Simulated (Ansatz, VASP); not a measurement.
**KTaO3: VASP beside Ansatz**

```
CELL_PARAMETERS angstrom
3.98830 0.00000 0.00000
0.00000 3.98830 0.00000
0.00000 0.00000 3.98830
ATOMIC_POSITIONS crystal
K 0.50000 0.50000 0.50000
Ta 0.00000 0.00000 0.00000
O 0.50000 0.00000 0.00000
O 0.00000 0.50000 0.00000
O 0.00000 0.00000 0.50000
```

Alike in both runs: task single point; functional PBE; k mesh 4 × 4 × 4; occupations gaussian, width 0.1 eV; no spin polarisation.

|  | VASP | Ansatz |
| --- | --- | --- |
| version | VASP 6.6.1 | Ansatz 0.2.0 |
| potentials or method | VASP PAW PBE potentials, release 64 (K_sv, Ta_pv, O) | scalar-relativistic, plane waves, PAW |
| plane-wave cutoff (eV) | 520 | 420 |
| valence electrons in the cell | 38 | 40 |

Ansatz gave:

* gap on the k mesh at the Fermi level (eV): 2.21
* least direct gap on the mesh (eV): 2.82
* pressure (GPa): 5.5

Problem. Which values does VASP return?

Solution. gap on the k mesh at the Fermi level (eV): 2.16; least direct gap on the mesh (eV): 2.78; pressure (GPa): 6.1.

The two sets of potentials don't hold the same shells in valence.

Caveats: spin-orbit coupling is left out, which moves the levels of the heavy elements. PBE gaps usually lie below the measured ones, often by a third to a half. A k mesh can miss the band edges.
